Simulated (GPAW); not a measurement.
# CuO (P4_2/mmc) in GPAW: convergence with bands over the usual count

Aim: find how far bands over the usual count must go before the results for CuO settle, at PBE. This setting moves, with any that are tied to it; all else stays.

All numbers are computed with GPAW 26.7.0; they aren't measurements. Logs are shortened: lines on timing, memory, paths and dates and some standing lists are left out, and cuts for length are marked. The log counts tension as positive stress, the text compression.

**1. Starting point**

Symmetry: P4_2/mmc, No. 131, tetragonal system. The conventional cell has a = 3.422 Å, b = 3.422 Å, c = 4.260 Å, α = 90.00°, β = 90.00°, γ = 90.00°. Cu (site symmetry mmm) has 4 O at 2.02 Å as nearest neighbours. O (site symmetry -4m2) is surrounded by 4 Cu at 2.02 Å and 2 O at 2.13 Å.

Measurements of this composition are mostly on another form, of space group No. 15.

**2. With bands over the usual count 0.72**

Contents of run.py:

```python
from ase import Atoms
from ase.dft.bandgap import bandgap
from ase.io import write
from ase.units import GPa
from gpaw import GPAW, PW

atoms = Atoms(['Cu', 'Cu', 'O', 'O'],
              cell=[[3.42205097, 0.0, 0.0],
                    [0.0, 3.42205097, 0.0],
                    [0.0, 0.0, 4.26046148]],
              scaled_positions=[[0.0, 0.5, 0.0],
                                [0.5, 0.0, 0.5],
                                [0.0, 0.0, 0.25],
                                [0.0, 0.0, 0.75]],
              pbc=True)

calc = GPAW(mode=PW(800),
            xc='PBE',
            kpts={'size': (5, 5, 4), 'gamma': True},
            occupations={'name': 'fermi-dirac', 'width': 0.05},
            nbands=24,
            convergence={'density': 1e-05, 'energy': 1e-05},
            maxiter=100,
            txt='gpaw.txt')
atoms.calc = calc
energy = atoms.get_potential_energy()
forces = atoms.get_forces()
stress = atoms.get_stress()
calc.write('gs.gpw')
write('result.traj', atoms)
print(f'Energy: {energy:.6f} eV')
print('Forces (eV/A):')
print(forces.round(4))
print('Stress (GPa):', (stress / GPa).round(3))
print('Fermi level:', round(calc.get_fermi_level(), 4), 'eV')
print(f'Gap: {bandgap(calc)[0]:.4f} eV, direct: {bandgap(calc, direct=True)[0]:.4f} eV')
```

Potentials or basis: GPAW PAW data sets (gpaw-data 1.2.1), pw.

On the command line:

```bash
$ OMP_NUM_THREADS=1 python run.py
```

Run time: 39 s. Hardware: 1 thread of Arm Neoverse V1, shared host; peak memory 0.19 GiB.

Results:

```
Free energy            : -18.5850 eV
Pressure               : -1.7 GPa
Band gap on the k mesh : none (metal or under the smearing width)
```

**3. With bands over the usual count 0.8**

run.py, as its differences from that of step 2:

```diff
@@ -20,3 +20,3 @@
             occupations={'name': 'fermi-dirac', 'width': 0.05},
-            nbands=24,
+            nbands=26,
             convergence={'density': 1e-05, 'energy': 1e-05},
```

Potentials or basis: GPAW PAW data sets (gpaw-data 1.2.1), pw.

On the command line:

```bash
$ OMP_NUM_THREADS=1 python run.py
```

Wall time 41 s (1 thread of Arm Neoverse V1, shared host); peak memory 0.19 GiB.

Results (log left out):

```
Free energy            : -18.5850 eV
Pressure               : -1.7 GPa
Band gap on the k mesh : none (metal or under the smearing width)
```

**4. With bands over the usual count 0.9**

run.py, as its differences from that of step 3:

```diff
@@ -20,3 +20,3 @@
             occupations={'name': 'fermi-dirac', 'width': 0.05},
-            nbands=26,
+            nbands=30,
             convergence={'density': 1e-05, 'energy': 1e-05},
```

On the command line:

```bash
$ OMP_NUM_THREADS=1 python run.py
```

It took 50 s on 1 thread of Arm Neoverse V1, shared host; peak memory 0.2 GiB.

It converged, with:

- Free energy: -18.5850 eV
- Pressure: -1.7 GPa
- Band gap on the k mesh: none (metal or under the smearing width)

**5. With bands over the usual count 1**

run.py, as its differences from that of step 4:

```diff
@@ -20,3 +20,3 @@
             occupations={'name': 'fermi-dirac', 'width': 0.05},
-            nbands=30,
+            nbands=33,
             convergence={'density': 1e-05, 'energy': 1e-05},
```

On the command line:

```bash
$ OMP_NUM_THREADS=1 python run.py
```

Run time: 58 s. Hardware: 1 thread of Arm Neoverse V1, shared host; peak memory 0.2 GiB.

It converged, with:

```
Free energy            : -18.5850 eV
Pressure               : -1.7 GPa
Band gap on the k mesh : none (metal or under the smearing width)
```

**6. With bands over the usual count 1.3**

run.py, as its differences from that of step 5:

```diff
@@ -20,3 +20,3 @@
             occupations={'name': 'fermi-dirac', 'width': 0.05},
-            nbands=33,
+            nbands=42,
             convergence={'density': 1e-05, 'energy': 1e-05},
```

Potentials or basis: GPAW PAW data sets (gpaw-data 1.2.1), pw.

On the command line:

```bash
$ OMP_NUM_THREADS=1 python run.py
```

Wall time 71 s (1 thread of Arm Neoverse V1, shared host); peak memory 0.21 GiB.

Results (log left out):

```
Free energy            : -18.5850 eV
Pressure               : -1.7 GPa
Band gap on the k mesh : none (metal or under the smearing width)
```

**7. With bands over the usual count 1.7**

run.py, as its differences from that of step 6:

```diff
@@ -20,3 +20,3 @@
             occupations={'name': 'fermi-dirac', 'width': 0.05},
-            nbands=42,
+            nbands=55,
             convergence={'density': 1e-05, 'energy': 1e-05},
```

On the command line:

```bash
$ OMP_NUM_THREADS=1 python run.py
```

Run time: 87 s. Hardware: 1 thread of Arm Neoverse V1, shared host; peak memory 0.22 GiB.

The run converged. Its results:

```
Free energy            : -18.5850 eV
Pressure               : -1.7 GPa
Band gap on the k mesh : none (metal or under the smearing width)
```

**8. With bands over the usual count 2.5**

run.py, as its differences from that of step 7:

```diff
@@ -20,3 +20,3 @@
             occupations={'name': 'fermi-dirac', 'width': 0.05},
-            nbands=55,
+            nbands=81,
             convergence={'density': 1e-05, 'energy': 1e-05},
```

Potentials or basis: GPAW PAW data sets (gpaw-data 1.2.1), pw.

On the command line:

```bash
$ OMP_NUM_THREADS=1 python run.py
```

gpaw.txt:

```text
__  _  _
 | _ |_)|_||  |
 |__||  | ||/\| - 26.7.0

Input parameters:
  mode=PW(ecut=800.0),
  convergence={'density': 1e-05, 'energy': 1e-05},
  kpts=MonkhorstPack(size=(5, 5, 4), gamma=True),
  maxiter=100,
  nbands=81,
  occupations=Occupations(name='fermi-dirac', width=0.05),
  xc=XC(name='PBE')

Diagonalizing LCAO Hamiltonian
Converting LCAO to pw mode
   .-------.
  /|       |
 * |       |
 O |       |
 | |       |
 | .-Cu----.
 OCu      /
 *-------*

Atoms  # Å, Bohr magnetons
|   | symbol |        x |        y |        z |    initial magnetic moments |
|---|--------|----------|----------|----------|-----------------------------|
| 0 |     Cu | 0.000000 | 1.711025 | 0.000000 | ( 0.0000,  0.0000,  0.0000) |
| 1 |     Cu | 1.711025 | 0.000000 | 2.130231 | ( 0.0000,  0.0000,  0.0000) |
| 2 |      O | 0.000000 | 0.000000 | 1.065115 | ( 0.0000,  0.0000,  0.0000) |
| 3 |      O | 0.000000 | 0.000000 | 3.195346 | ( 0.0000,  0.0000,  0.0000) |

Unit cell  # Å
| periodic |        x |        y |        z |  lengths |    angles |
|----------|----------|----------|----------|----------|-----------|
|      yes | 3.422051 | 0.000000 | 0.000000 | 3.422051 | 90.000000 |
|      yes | 0.000000 | 3.422051 | 0.000000 | 3.422051 | 90.000000 |
|      yes | 0.000000 | 0.000000 | 4.260461 | 4.260461 | 90.000000 |

Number of symmetries: 8
Symmetry operations  # r_c * U_cc + t_c -> r_c
|   | kind |            matrix            |
|---|------|------------------------------|
| 0 |  E   |  1, 0, 0,  0, 1, 0,  0, 0, 1 |
| 1 |  σ   |  1, 0, 0,  0, 1, 0,  0, 0,-1 |
| 2 |  σ   |  1, 0, 0,  0,-1, 0,  0, 0, 1 |
| 3 |  C2  |  1, 0, 0,  0,-1, 0,  0, 0,-1 |
| 4 |  σ   | -1, 0, 0,  0, 1, 0,  0, 0, 1 |
| 5 |  C2  | -1, 0, 0,  0, 1, 0,  0, 0,-1 |
| 6 |  C2  | -1, 0, 0,  0,-1, 0,  0, 0, 1 |
| 7 |  i   | -1, 0, 0,  0,-1, 0,  0, 0,-1 |

BZ-sampling:
  Number of BZ points: 100
  Number of IBZ points: 27

  Monkhorst-Pack size: [5, 5, 4]
  Monkhorst-Pack shift: [0.0, 0.0, 0.125]

K-points  # in reciprocal-cell coordinates
|     |                                coordinates |     weight |
|-----|--------------------------------------------|------------|
|   0 | (  0.00000000,   0.00000000,   0.00000000) | 0.01000000 |
|   1 | (  0.00000000,   0.00000000,   0.25000000) | 0.02000000 |
|   2 | (  0.00000000,   0.00000000,   0.50000000) | 0.01000000 |
|   3 | (  0.00000000,   0.20000000,   0.00000000) | 0.02000000 |
|   4 | (  0.00000000,   0.20000000,   0.25000000) | 0.04000000 |
|   5 | (  0.00000000,   0.20000000,   0.50000000) | 0.02000000 |
|   6 | (  0.00000000,   0.40000000,   0.00000000) | 0.02000000 |
|   7 | (  0.00000000,   0.40000000,   0.25000000) | 0.04000000 |
|   8 | (  0.00000000,   0.40000000,   0.50000000) | 0.02000000 |
|   9 | (  0.20000000,   0.00000000,   0.00000000) | 0.02000000 |
| ... |                                            |            |
|  26 | (  0.40000000,   0.40000000,   0.50000000) | 0.04000000 |

Plane wave coefficients: 2586
Cutoff: 800.0 eV

Spin-components: 1 (collinear spins)
Bands:           81
Projectors:      22
Spin-degeneracy: 2
Datatype:        complex128

Parallelization:
  kpt:    1
  domain: 1
  band:   1

Density:
  Valence electrons: 34.0
  Components: 1
  Grid points: [24 24 28]
  Charge: 0.0  # |e|

Potential:
  Grid points: [24 24 28]

species:
  Cu:
    name:    Copper
    Z:       29.0
    valence: 11
    core:    18
    charge:  0.0  # [|e|]
    compensation charges:
      type: gauss
      rc: 0.33  # [Å]
      lmax: 2
    cutoffs:
      filter: 2.06  # [Å]
      core: 2.43  # [Å]
    projectors
    | kind |    occ | energy [eV] | rcut [Å] |
    |------|--------|-------------|----------|
    |   4s |  1.000 |      -4.609 |    1.164 |
    |   4p |  0.000 |      -0.698 |    1.164 |
    |   3d | 10.000 |      -5.039 |    1.058 |
    |    s |        |      22.603 |    1.164 |
    |    p |        |      26.513 |    1.164 |
    |    d |        |      22.172 |    1.058 |

    Using partial waves for Cu as LCAO basis

  O:
    name:    Oxygen
    Z:       8.0
    valence: 6
    core:    2
    charge:  0.0  # [|e|]
    compensation charges:
      type: gauss
      rc: 0.21  # [Å]
      lmax: 2
    cutoffs:
      filter: 1.17  # [Å]
      core: 0.83  # [Å]
    projectors
    | kind |    occ | energy [eV] | rcut [Å] |
    |------|--------|-------------|----------|
    |   2s |  2.000 |     -23.961 |    0.688 |
    |   2p |  4.000 |      -9.029 |    0.598 |
    |    s |        |       3.251 |    0.688 |
    |    p |        |      18.182 |    0.598 |
    |    d |        |       0.000 |    0.619 |

    Using partial waves for O as LCAO basis

Reference energy: -94124.608285  # eV

eigensolver:
  PPCG
  Converge bands: occupied
  niter=2

density mixing:
  MSR1-Mixer
  Pratt-step length: 0.05
  Maximum mixing coefficient: 0.75
  Old densities: 10
  SVD Regularization: 0.005
  Good broyden scale: 1.0
  Trust region scale: 1.0
  Backstep threshold: 4.0
  History deletion threshold: 6.0
  Fourier metric: weight=20.0, sigma=0.015

occupation numbers:
  Fermi-Dirac:
    width: 0.0500  # eV

poisson solver:
  ecut: 6400.0  # eV

xc functional:
  name: PBE with 2 nearest neighbor stencil

convergence criteria:
- Maximum integral of absolute [dens]ity change: 1e-05 electrons / valence electron
- Maximum [total energy] change in last 3 cyles: 1e-05 eV / valence electron
- Maximum integral of absolute [eigenst]ate change: 4e-08 eV^2 / valence electron
maximum number of iterations: 100

SCF iterations
|iter     | |      energy | eigst |  dens |
|---------|-|-------------|-------|-------|
|iter:   1| |  -25.059829 | +0.53 |       |
|iter:   2| |  -21.999484 | -1.58 | -0.85 |
|iter:   3| |  -19.117090 | -2.16 | -0.96 |
|iter:   4| |  -18.613133 | -3.25 | -1.33 |
|iter:   5| |  -18.594008 | -3.73 | -1.72 |
|iter:   6| |  -18.597612 | -4.29 | -2.04 |
|iter:   7| |  -18.577812 | -4.75 | -2.08 |
|iter:   8| |  -18.577759 | -6.43 | -2.91 |
|iter:   9| |  -18.577742c| -6.14 | -3.09 |
|iter:  10| |  -18.577742c| -8.45c| -4.24 |
|iter:  11| |  -18.577742c| -7.60c| -4.67 |
|iter:  12| |  -18.577742c| -8.98c| -5.43c|

Converged in 12 steps
Energy contributions relative to reference atoms: (reference = -94124.608285)

Energy contributions:
  Kinetic:          -4.915175
  Coulomb:          -1.942630
  Zero:              0.593570
  External:          0.000000
  Xc:              -12.306275
  Entropy:          -0.014462
  Spinorbit:         0.000000
  ----------------------------
  Free energy:     -18.584973
  Extrapolated:    -18.577742

dipole moment: (-26.664825, -26.664825, -9.188048)  # |e|*Ang

Fermi level: 4.619
Eigenvalues  # (at kpt = [0.000, 0.000, 0.000])
| band index |      eig [eV] | occ [0-2] |
|------------|---------------|-----------|
|          0 |       -15.400 |     2.000 |
|        ... |               |           |
|          7 |         1.040 |     2.000 |
|          8 |         1.897 |     2.000 |
|          9 |         2.152 |     2.000 |
|         10 |         2.328 |     2.000 |
|         11 |         2.439 |     2.000 |
|         12 |         2.439 |     2.000 |
|         13 |         2.468 |     2.000 |
|         14 |         3.425 |     2.000 |
|         15 |         5.064 |     0.000 |
|         16 |         5.174 |     0.000 |
|         17 |         5.334 |     0.000 |
|         18 |         5.334 |     0.000 |
|         19 |        10.801 |     0.000 |
|         20 |        11.862 |     0.000 |
|         21 |        14.307 |     0.000 |
|         22 |        15.888 |     0.000 |
|        ... |               |           |
|         80 |        66.322 |     0.000 |

No gap
No difference between direct/indirect transitions

Forces  # eV/Ang
|        x |       y |        z |
|----------|---------|----------|
| -0.00000 | 0.00000 |  0.00000 |  # Cu   0
|  0.00000 | 0.00000 |  0.00000 |  # Cu   1
|  0.00000 | 0.00000 |  0.00000 |  # O    2
|  0.00000 | 0.00000 | -0.00000 |  # O    3

Stress tensor  # eV/Ang^3
|        x |        y |         z |
|----------|----------|-----------|
| 0.086393 | 0.000000 |  0.000000 |
| 0.000000 | 0.086394 |  0.000000 |
| 0.000000 | 0.000000 | -0.141386 |

# Writing to gs.gpw (mode='')
```

Run time: 2.1 min. Hardware: 1 thread of Arm Neoverse V1, shared host; peak memory 0.26 GiB.

What came out:

- Free energy: -18.5850 eV
- Pressure: -1.7 GPa
- Band gap on the k mesh: none (metal or under the smearing width)

**9. The series at a glance**

```csv
bands over the usual count,"energy less the tightest run, at zero smearing (meV/atom)",SCF cycles,CPU time (s),peak memory (GiB)
0.72,0.00,13,39,0.19
0.8,0.00,12,41,0.19
0.9,0.00,13,50,0.2
1,0.00,13,58,0.2
1.3,0.00,13,71,0.21
1.7,0.00,12,87,0.22
2.5,0.00,12,130,0.26
```

Against the tightest run, the energy stays within 1 meV/atom from 0.72 on. The tightest run that finished is the yardstick and may itself not be fully converged.

Caveats: all runs use coarse meshes; with this Cu data set, volumes or pressures lay over 1.5 % or 2 GPa off other programs in two to four cells of ten; the run has no spin polarisation, though such a crystal can be magnetic; semilocal functionals often make such compounds metallic where correlation or magnetic order opens a gap, which also shifts bond lengths.
